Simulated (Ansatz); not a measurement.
ZrS₂, CdI2 type, relaxed with r2SCAN+rVV10, was run in the PAW code Ansatz under altered settings. All numbers are computed, without spin polarisation but where a row says otherwise.

```
Zr S
1.0
     3.67440    0.00000    0.00000
    -1.83720    3.18212    0.00000
     0.00000    0.00000    5.85686
Zr S
1 2
Cartesian
  0.0000 0.0000 0.0000
  0.0000 2.1214 1.4421
  1.8372 1.0607 4.4147
```

The base run's other keys:
```yaml
kpoints:
  mp_grid: { grid: [6, 6, 2] }
hamiltonian:
  xc: hse06
scf:
  occupations: { method: fixed }
  n_extra_bands: 4
```

It takes 16 iterations with 1339 plane waves at 420 eV and 14 k points, and leaves a mean stress of +0.14 GPa. The gap over this mesh is 1.680 eV. It ran on 4 threads of Arm Neoverse N1, on a shared host.

Outcomes, with energy and stress as changes against the base:
```csv
setting,outcome,ΔF (meV/atom),Δ mean stress (GPa),gap on the mesh (eV),iterations,wall time
"PBE hybrid, exx coeff 0.4, omega 0.5 1/Å",converged,–,-0.1,1.481,17,21 s
scf.exx.ecutfock_ratio: 1,converged,-0.2,0.0,1.680,16,15 s
hamiltonian.xc: wpbeh,converged,–,+0.3,1.676,16,18 s
scf.exx.singularity: none,converged,-1.9,-0.1,1.682,16,18 s
scf.mixing.preconditioner: kerker,converged,0.0,0.0,1.680,17,20 s
```
A dash marks a value that wasn't obtained or can't be compared. Stress is positive in compression. The base took 19 s. The base's mesh is coarse for a hybrid, so its own values aren't converged.

- PBE hybrid, exx coeff 0.4, omega 0.5 1/Å. That is 40 % exact exchange, screened with ω = 0.5 1/Å, against HSE06's 25 % screened at 0.208 1/Å. The mean stress moves by -0.1 GPa and the gap on the mesh by -0.199 eV (to 1.481). Totals of different functionals aren't comparable.
- hamiltonian.xc: wpbeh. The mean stress moves by +0.3 GPa and the gap on the mesh by -0.004 eV (to 1.676). It's another functional on the same cell, so totals aren't comparable.
- scf.exx.singularity: none. The free energy moves by -1.9 meV an atom, the mean stress by -0.1 GPa and the gap on the mesh by +0.001 eV (to 1.682). The result is sensitive to this setting.

Within 1 meV an atom, 0.1 GPa and 0.005 eV of the base stay: scf.exx.ecutfock_ratio: 1; scf.mixing.preconditioner: kerker.

The stress of a hybrid is loosely converged in these runs.

The meshes of the hybrids are coarse, so their gaps aren't converged to the digits shown.
